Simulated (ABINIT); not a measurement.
SiC (Moissanite):

```
CELL_PARAMETERS angstrom
3.07600 0.00000 0.00000
-1.53800 2.66389 0.00000
0.00000 0.00000 5.04800
ATOMIC_POSITIONS crystal
Si 0.66667 0.33333 0.50000
Si 0.33333 0.66667 0.00000
C 0.66667 0.33333 0.88500
C 0.33333 0.66667 0.38500
```

* Program: ABINIT 10.8.3 (patched build)
* Task: relaxation of cell and atoms
* Functional: PBEsol
* Potentials or basis: JTH PAW PBE v2.0
* Cutoff: 626 eV
* k mesh: 10 × 10 × 5
* Occupations: fermi-dirac, width 0.05 eV
* Spin: no spin polarisation

At the start: pressure -0.1 GPa; volume 10.34 Å³/atom.

Problem. How do energy, volume and symmetry change on relaxing?

Solution. Over 5 steps the energy falls by 8.9 meV/atom and the volume is 10.33 Å³/atom (-0.2 %); space group P6_3mc (No. 186, to 0.05 Å).

Step by step:
```tsv
step	energy change (eV)	largest force (eV/Å)	pressure (GPa)	volume (Å³)
1	0.0000	0.7463	-0.06	41.36
2	-0.0211	0.4751	-0.23	41.36
3	-0.0334	0.0344	0.05	41.29
4	-0.0349	0.0170	0.03	41.29
5	-0.0357	0.0008	0.00	41.30
```

Final structure:
```cif
data_structure
_symmetry_space_group_name_H-M 'P 1'
_symmetry_Int_Tables_number 1
_cell_length_a 3.0744
_cell_length_b 3.0744
_cell_length_c 5.0456
_cell_angle_alpha 90.000
_cell_angle_beta 90.000
_cell_angle_gamma 120.000
_cell_volume 41.30
loop_
_atom_site_label
_atom_site_type_symbol
_atom_site_fract_x
_atom_site_fract_y
_atom_site_fract_z
_atom_site_occupancy
Si1 Si 0.66667 0.33333 0.50458 1
Si2 Si 0.33333 0.66667 0.00458 1
C1 C 0.66667 0.33333 0.88042 1
C2 C 0.33333 0.66667 0.38042 1
```

Caveat: the PAW data sets were made with another functional, which shifts forces and pressure a little.
